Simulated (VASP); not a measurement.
# MoS2 (P6_3/mmc) in VASP: a series of runs

Runs on MoS2. Level: PBEsol. Tasks: relaxation of cell and atoms.

Everything below comes from runs of VASP 6.6.1. Logs are shortened: lines on timing, memory, paths and dates and some standing lists are left out, and cuts for length are marked.

## Step 1: Starting point

It takes space group P6_3/mmc (No. 194, hexagonal). Conventional cell: a = 3.169 Å, b = 3.169 Å, c = 12.324 Å, α = 90.00°, β = 90.00°, γ = 120.00°. Mo (site symmetry -6m2) is surrounded by 6 S at 2.41 Å. S (site symmetry 3m) has 3 Mo at 2.41 Å as nearest neighbours.

## Step 2: Relaxation of cell and atoms, PBEsol

INCAR reads:

```
ALGO = Normal ; EDIFF = 1E-6
EDIFFG = -0.01 ; ENCUT = 600
GGA = PS ; IBRION = 2
ISIF = 3 ; ISMEAR = 0
KPAR = 2 ; LASPH = True
LCHARG = False ; LREAL = False
LWAVE = False ; NELM = 80
NSW = 90 ; PREC = Accurate
SIGMA = 0.03
```

KPOINTS reads:

```
k-points
0
Gamma
  12 12 3
```

POSCAR reads:

```
MoS2
1.0
    3.1690000000      0.0000000000      0.0000000000
   -1.5845000000      2.7444345046      0.0000000000
    0.0000000000      0.0000000000     12.3240000000
Mo S
2 4
Direct
    0.3333333333      0.6666666667      0.2500000000
    0.6666666667      0.3333333333      0.7500000000
    0.3333333333      0.6666666667      0.6230000000
    0.6666666667      0.3333333333      0.1230000000
    0.3333333333      0.6666666667      0.8770000000
    0.6666666667      0.3333333333      0.3770000000
```

Potentials or basis: VASP PAW PBE potentials, release 64 (Mo_sv, S).

The run is started by

```sh
$ cat potpaw_PBE.64/Mo_sv/POTCAR potpaw_PBE.64/S/POTCAR > POTCAR
$ mpirun -np 2 vasp_std > vasp.out
```

OUTCAR:

```text
EDIFF = 1E-6
   EDIFFG = -0.01
   ENCUT = 600
   GGA = PS
   IBRION = 2
   ISIF = 3
   ISMEAR = 0
   LASPH = True
   LREAL = False
   NELM = 80
   NSW = 90
   PREC = Accurate

 ion  position               nearest neighbor table
   1  0.333  0.667  0.250-   4 2.41   6 2.41   4 2.41   6 2.41   4 2.41   6 2.41
   2  0.667  0.333  0.750-   3 2.41   5 2.41   3 2.41   5 2.41   3 2.41   5 2.41
   3  0.333  0.667  0.623-   2 2.41   2 2.41   2 2.41
   4  0.667  0.333  0.123-   1 2.41   1 2.41   1 2.41
   5  0.333  0.667  0.877-   2 2.41   2 2.41   2 2.41
   6  0.667  0.333  0.377-   1 2.41   1 2.41   1 2.41

  LATTYP: Found a hexagonal cell.
 ALAT       =     3.1690000000
 C/A-ratio  =     3.8889239508

  Lattice vectors:

 A1 = (   3.1690000000,   0.0000000000,   0.0000000000)
 A2 = (  -1.5845000000,   2.7444345046,   0.0000000000)
 A3 = (   0.0000000000,   0.0000000000,  12.3240000000)

Analysis of symmetry for initial positions (statically):
=====================================================================
 Subroutine PRICEL returns:
 Original cell was already a primitive cell.

 Routine SETGRP: Setting up the symmetry group for a
 hexagonal supercell.

 Subroutine GETGRP returns: Found 24 space group operations
 (whereof 12 operations were pure point group operations)
 out of a pool of 24 trial point group operations.

The static configuration has the point symmetry D_3d.
 The point group associated with its full space group is D_6h.

Analysis of symmetry for dynamics (positions and initial velocities):
=====================================================================
 Subroutine PRICEL returns:
 Original cell was already a primitive cell.

 Routine SETGRP: Setting up the symmetry group for a
 hexagonal supercell.

 Subroutine GETGRP returns: Found 24 space group operations
 (whereof 12 operations were pure point group operations)
 out of a pool of 24 trial point group operations.

The dynamic configuration has the point symmetry D_3d.
 The point group associated with its full space group is D_6h.

 Subroutine INISYM returns: Found 24 space group operations
 (whereof 12 operations are pure point group operations),
 and found     1 'primitive' translations

----------------------------------------------------------------------------------------

                                     Primitive cell

  volume of cell :     107.1832

  direct lattice vectors                    reciprocal lattice vectors
     3.169000000  0.000000000  0.000000000     0.315556958  0.182186895  0.000000000
    -1.584500000  2.744434505  0.000000000     0.000000000  0.364373789  0.000000000
     0.000000000  0.000000000 12.324000000     0.000000000  0.000000000  0.081142486

  length of vectors
     3.169000000  3.169000000 12.324000000     0.364373789  0.364373789  0.081142486

  position of ions in fractional coordinates (direct lattice)
     0.333333333  0.666666667  0.250000000
     0.666666667  0.333333333  0.750000000
     0.333333333  0.666666667  0.623000000
     0.666666667  0.333333333  0.123000000
     0.333333333  0.666666667  0.877000000
     0.666666667  0.333333333  0.377000000

  ion indices of the primitive-cell ions
   primitive index   ion index
                 1           1
                 2           2
                 3           3
                 4           4
                 5           5
                 6           6

----------------------------------------------------------------------------------------

 KPOINTS: k-points

Automatic generation of k-mesh.
 Grid dimensions read from file:
 generate k-points for:   12   12    3

 Generating k-lattice:

  Cartesian coordinates                     Fractional coordinates (reciprocal lattice)
     0.026296413  0.015182241  0.000000000     0.083333333  0.000000000  0.000000000
     0.000000000  0.030364482  0.000000000     0.000000000  0.083333333  0.000000000
     0.000000000  0.000000000  0.027047495     0.000000000  0.000000000  0.333333333

  Length of vectors
     0.030364482  0.030364482  0.027047495

  Shift w.r.t. Gamma in fractional coordinates (k-lattice)
     0.000000000  0.000000000  0.000000000

 Subroutine IBZKPT returns following result:
 ===========================================

 Found     38 irreducible k-points:

 Following reciprocal coordinates:
            Coordinates               Weight
  0.000000  0.000000  0.000000      1.000000
  0.083333  0.000000  0.000000      6.000000
  0.166667 -0.000000  0.000000      6.000000
  0.250000 -0.000000  0.000000      6.000000
  0.333333 -0.000000  0.000000      6.000000
  0.416667 -0.000000  0.000000      6.000000
[... 16 lines left out ...]
  0.250000 -0.000000  0.333333     12.000000
  0.333333 -0.000000  0.333333     12.000000
 [... further k-points ...]
   k-points           NKPTS =     38   k-points in BZ     NKDIM =     38   number of bands    NBANDS=     31
   number of dos      NEDOS =    301   number of ions     NIONS =      6
   total plane-waves  NPLWV =  76832
   dimension x,y,z NGX =    28 NGY =   28 NGZ =   98
   dimension x,y,z NGXF=    56 NGYF=   56 NGZF=  196
   ions per type =               2   4
   NGX,Y,Z   is equivalent  to a cutoff of  14.69, 14.69, 13.22 a.u.
   NGXF,Y,Z  is equivalent  to a cutoff of  29.38, 29.38, 26.44 a.u.
 SYSTEM =  unknown system
   PREC   = accura    normal or accurate (medium, high low for compatibility)
   ISTART =      0    job   : 0-new  1-cont  2-samecut
   ICHARG =      2    charge: 1-file 2-atom 10-const
   ISPIN  =      1    spin polarized calculation?
   LNONCOLLINEAR =      F non collinear calculations
   LSORBIT =      F    spin-orbit coupling
   LASPH  =      T    aspherical Exc in radial PAW
   ENCUT  =  600.0 eV  44.10 Ry    6.64 a.u.   6.33  6.33 24.61*2*pi/ulx,y,z
   NELM   =     80;   NELMIN=  2; NELMDL= -5     # of ELM steps
   EDIFF  = 0.1E-05   stopping-criterion for ELM
   LREAL  =      F    real-space projection
   EDIFFG = -.1E-01   stopping-criterion for IOM
   NSW    =     90    number of steps for IOM
   IBRION =      2    ionic relax: 0-MD 1-quasi-New 2-CG
   NFREE  =      1    steps in history (QN), initial steepest desc. (CG)
   ISIF   =      3    stress and relaxation
   ISYM   =      2    0-nonsym 1-usesym 2-fastsym
   POTIM  = 0.5000    time-step for ionic-motion
   TEBEG  =    0.0;   TEEND  =   0.0 temperature during run
   PSTRESS=    0.0 pullay stress
   NELECT =      52.0000    total number of electrons
   NUPDOWN=      -1.0000    fix difference up-down
   EMIN   =  10.00;   EMAX   =-10.00  energy-range for DOS
   EFERMI =   0.00;   METHOD = LEGACY
   ISMEAR =     0;   SIGMA  =   0.03  broadening in eV -4-tet -1-fermi 0-gaus
   EFERMI_NEDOS =   21; number of points for ismear=-14 and -15
   IALGO  =     38    algorithm
   IMIX   =      4    mixing-type and parameters
     AMIX     =   0.40;   BMIX     =  1.00
     AMIX_MAG =   1.60;   BMIX_MAG =  1.00
  volume/ion in A,a.u.               =      17.86       120.55
  Fermi-wavevector in a.u.,A,eV,Ry     =   1.286373  2.430893 22.514325  1.654756
  Thomas-Fermi vector in A             =   2.418452
   LORBIT       =      0    0 simple, 1 ext, 2 COOP (PROOUT), +10 PAW based schemes
   GGA     = PS    functional components
   LHFCALC =     F    Hartree Fock is set to
   AEXX    =    0.0000 exact exchange contribution
   IVDW    =     0    specifies the selected vdW correction
   LEPSILON=     F    determine dielectric tensor
   LRPA    =     F    only Hartree local field effects (RPA)
 conjugate gradient relaxation of ions
 non-spin polarized calculation
 Gauss-broadening in eV      SIGMA  =   0.03
  energy-cutoff  :      600.00
  volume of cell :      107.18
 maximum number of plane-waves:      3603
 NGX is ok and might be reduce to    28
   NGX = 13   NGY = 13   NGZ = 49

--------------------------------------- Ionic step        1  -------------------------------------------

 number of electron      52.0000000 magnetization

 Free energy of the ion-electron system (eV)
  ---------------------------------------------------
  ext. energy  EPLUGINS =         0.00000000
  ---------------------------------------------------
  free energy    TOTEN  =       -46.88102072 eV

  energy without entropy =      -46.88102072  energy(sigma->0) =      -46.88102072

------------------------ aborting loop because EDIFF is reached ----------------------------------------

  FORCE on cell =-STRESS in cart. coord.  units (eV):
  Direction    XX          YY          ZZ          XY          YZ          ZX
  --------------------------------------------------------------------------------------
  -------------------------------------------------------------------------------------
  Total       -2.1963813     -2.1963813     -1.6058897      0.0000000     -0.0000000      0.0000000
  in kB      -32.8315600    -32.8315600    -24.0048779      0.0000000     -0.0000000      0.0000000
  external PRESSURE =     -29.8893326 kB  Pullay stress =       0.0000000 kB
[... 101 lines left out ...]
  FREE ENERGIE OF THE ION-ELECTRON SYSTEM (eV)
  ---------------------------------------------------
  free  energy   TOTEN  =       -46.9014062832 eV

  energy  without entropy=      -46.9014062832  energy(sigma->0) =      -46.90140628

[... ionic steps 4 to 16 ...]

--------------------------------------- Ionic step       17  -------------------------------------------

 number of electron      52.0000000 magnetization

------------------------ aborting loop because EDIFF is reached ----------------------------------------

  FORCE on cell =-STRESS in cart. coord.  units (eV):
  Direction    XX          YY          ZZ          XY          YZ          ZX
  --------------------------------------------------------------------------------------
  -------------------------------------------------------------------------------------
  Total       -0.0637176     -0.0637176      0.1758004      0.0000000      0.0000000     -0.0000000
  in kB       -0.9531694     -0.9531694      2.6298484      0.0000000      0.0000000     -0.0000000
  external PRESSURE =       0.2411698 kB  Pullay stress =       0.0000000 kB
[... 65 lines left out ...]
  energy  without entropy=      -46.9072623763  energy(sigma->0) =      -46.90726238

--------------------------------------- Ionic step       19  -------------------------------------------

 number of electron      51.9999998 magnetization

 Free energy of the ion-electron system (eV)
  ---------------------------------------------------
  ext. energy  EPLUGINS =         0.00000000
  ---------------------------------------------------
  free energy    TOTEN  =       -46.90737837 eV

  energy without entropy =      -46.90737837  energy(sigma->0) =      -46.90737837

 E-fermi :   7.6169     XC(G=0): -10.9414

 val. band max:        7.3022754629   @ k =   0.0000   0.0000   0.0000
 cond. band min:       8.2817130021   @ k =   0.1667   0.1667   0.0000
 fundamental gap:      0.9794375392
 Fermi energy:         7.6168935937

 k-point     1 :       0.0000    0.0000    0.0000
  band No.  band energies     occupation
      1     -53.9949      2.00000
      2     -53.9949      2.00000
      3     -28.2062      2.00000
      4     -28.2061      2.00000
      5     -27.9450      2.00000
      6     -27.9450      2.00000
[... 805 lines left out ...]
     30       9.2699      0.00000
     31      10.1661      0.00000

 [... further k-points ...]

------------------------ aborting loop because EDIFF is reached ----------------------------------------

  FORCE on cell =-STRESS in cart. coord.  units (eV):
  Direction    XX          YY          ZZ          XY          YZ          ZX
  --------------------------------------------------------------------------------------
  -------------------------------------------------------------------------------------
  Total       -0.0284217     -0.0284217      0.0408087     -0.0000000      0.0000000      0.0000000
  in kB       -0.4245398     -0.4245398      0.6095655     -0.0000000      0.0000000      0.0000000
  external PRESSURE =      -0.0798381 kB  Pullay stress =       0.0000000 kB
[... 21 lines left out ...]
  FREE ENERGIE OF THE ION-ELECTRON SYSTEM (eV)
  ---------------------------------------------------
  free  energy   TOTEN  =       -46.9073783700 eV

  energy  without entropy=      -46.9073783700  energy(sigma->0) =      -46.90737837

 reached required accuracy - stopping structural energy minimisation
```

Wall time 8 min (2 MPI ranks of Intel Xeon 6975P-C (Granite Rapids), shared host); peak memory 0.34 GiB.

Results:

| Property | Result |
| --- | --- |
| Free energy | -46.9074 eV |
| Relaxed volume | 17.88 Å³/atom |
| Relaxed cell | a = 3.142 Å, b = 3.142 Å, c = 12.544 Å, α = 90.00°, β = 90.00°, γ = 120.00° |
| Space group after relaxing (to 0.05 Å) | P6_3/mmc (No. 194) |
| Energy gained by relaxing | 4.4 meV/atom |
| Ionic steps | 19 |
| Pressure after relaxing | 0.0 GPa |
| Largest force after relaxing | 0.003 eV/Å |
| Band gap on the k mesh | 0.98 eV, indirect (least direct gap 1.74 eV) |

Forces in eV/Å, atoms in the order of the input:
```
Mo   0.000  0.000  0.000
Mo   0.000  0.000  0.000
S    0.000  0.000 -0.003
S    0.000  0.000 -0.003
S    0.000  0.000  0.003
S    0.000  0.000  0.003
```

The path:
```csv
step,energy change (eV),largest force (eV/Å),pressure (GPa),volume (Å³)
1,0.0000,0.3123,-2.99,107.18
2,0.0574,0.7651,6.48,102.10
3,-0.0204,0.0330,-0.02,105.42
4,-0.0204,0.0399,0.06,105.38
5,-0.0228,0.0407,0.13,105.22
6,-0.0228,0.0414,0.13,105.21
7,-0.0232,0.0506,0.02,105.40
8,-0.0240,0.0773,-0.31,105.94
9,-0.0237,0.1304,-0.95,107.05
10,-0.0242,0.0954,-0.54,106.33
11,-0.0243,0.0924,-0.53,106.35
12,-0.0246,0.0833,-0.50,106.41
13,-0.0251,0.0670,-0.40,106.53
14,-0.0258,0.0322,-0.23,106.76
15,-0.0261,0.0379,0.12,107.23
16,-0.0262,0.0231,0.03,107.13
17,-0.0262,0.0194,0.02,107.10
18,-0.0262,0.0156,0.01,107.14
19,-0.0264,0.0032,-0.01,107.26
```

Final structure:
```
CELL_PARAMETERS angstrom
3.14220 0.00000 0.00000
-1.57110 2.72122 0.00000
0.00000 0.00000 12.54426
ATOMIC_POSITIONS crystal
Mo 0.33333 0.66667 0.25000
Mo 0.66667 0.33333 0.75000
S 0.33333 0.66667 0.62576
S 0.66667 0.33333 0.12576
S 0.33333 0.66667 0.87424
S 0.66667 0.33333 0.37424
```

Levels at points of the mesh, in eV from the valence-band top:
```
           k point  band 22  band 23  band 24  band 25  band 26  band 27  band 28  band 29  band 30  band 31
(0.00, 0.00, 0.00)    -2.05    -2.05    -1.30    -1.14     0.00     2.28     2.28     2.30     2.30     2.49
(0.50, 0.00, 0.00)    -2.46    -1.57    -1.42    -1.33    -1.24     1.79     1.82     2.18     2.44     3.00
```

Caveat: the PAW data sets were made with another functional, which shifts forces and pressure a little; an odd mesh through Γ misses points on the zone boundary, where band edges often lie; this functional lacks dispersion, which binds the layers, so the pressure and a relaxed spacing across them are unreliable.

## Step 3: Relaxation of cell and atoms, PBEsol

INCAR, as its differences from that of step 2:

```diff
@@ -1,3 +1,3 @@
-ALGO = Normal ; EDIFF = 1E-6
-EDIFFG = -0.01 ; ENCUT = 600
+ALGO = Normal ; EDIFF = 1E-7
+EDIFFG = -0.005 ; ENCUT = 600
 GGA = PS ; IBRION = 2
```

KPOINTS is that of step 2.

POSCAR reads:

```
MoS2                                    
1.0
    3.1421975685     -0.0000000000     -0.0000000000
   -1.5710987842      2.7212229180      0.0000000000
    0.0000000000      0.0000000000     12.5442571159
  Mo              S             
     2     4
Direct
     0.3333333332999970    0.6666666667000030    0.2500000000000000
     0.6666666667000030    0.3333333332999970    0.7500000000000000
     0.3333333332999970    0.6666666667000030    0.6257578612219404
     0.6666666667000030    0.3333333332999970    0.1257578612219405
     0.3333333332999970    0.6666666667000030    0.8742421387780596
     0.6666666667000030    0.3333333332999970    0.3742421387780596
```

Potentials or basis: VASP PAW PBE potentials, release 64 (Mo_sv, S).

The run is started by

```sh
$ cat potpaw_PBE.64/Mo_sv/POTCAR potpaw_PBE.64/S/POTCAR > POTCAR
$ mpirun -np 2 vasp_std > vasp.out
```

It took 81 s on 2 MPI ranks of Intel Xeon 6975P-C (Granite Rapids), shared host; peak memory 0.33 GiB.

It converged, with:

```yaml
Free_energy: -46.9075 eV
Relaxed_volume: 17.87 Å³/atom
Relaxed_cell: a = 3.141 Å, b = 3.141 Å, c = 12.548 Å, α = 90.00°, β = 90.00°, γ = 120.00°
Space_group_after_relaxing_to_0.05_Å: P6_3/mmc (No. 194)
Energy_gained_by_relaxing: 0.0 meV/atom
Ionic_steps: 2
Pressure_after_relaxing: 0.0 GPa
Largest_force_after_relaxing: 0.004 eV/Å
Band_gap_on_the_k_mesh: 0.98 eV, indirect (least direct gap 1.74 eV)
```

Forces on the atoms (eV/Å):
```
Mo   0.000  0.000  0.000
Mo   0.000  0.000  0.000
S    0.000  0.000  0.004
S    0.000  0.000  0.004
S    0.000  0.000 -0.004
S    0.000  0.000 -0.004
```

Final structure:
```yaml
crystal:
  lattice:
    - [3.14140, 0.00000, 0.00000]
    - [-1.57070, 2.72053, 0.00000]
    - [0.00000, 0.00000, 12.54832]
  atoms:
    - { symbol: Mo, position: [0.33333, 0.66667, 0.25000] }
    - { symbol: Mo, position: [0.66667, 0.33333, 0.75000] }
    - { symbol: S, position: [0.33333, 0.66667, 0.62575] }
    - { symbol: S, position: [0.66667, 0.33333, 0.12575] }
    - { symbol: S, position: [0.33333, 0.66667, 0.87425] }
    - { symbol: S, position: [0.66667, 0.33333, 0.37425] }
```

Levels at points of the mesh, in eV from the valence-band top:
| k point | band 24 | band 25 | band 26 | band 27 | band 28 | band 29 |
| --- | --- | --- | --- | --- | --- | --- |
| (0.00, 0.00, 0.00) | -1.30 | -1.14 | 0.00 | 2.28 | 2.28 | 2.30 |
| (0.50, 0.00, 0.00) | -1.41 | -1.33 | -1.24 | 1.79 | 1.83 | 2.18 |

Caveat: the PAW data sets were made with another functional, which shifts forces and pressure a little; an odd mesh through Γ misses points on the zone boundary, where band edges often lie; this functional lacks dispersion, which binds the layers, so the pressure and a relaxed spacing across them are unreliable. As with any semilocal functional, this PBEsol gap is likely too small.
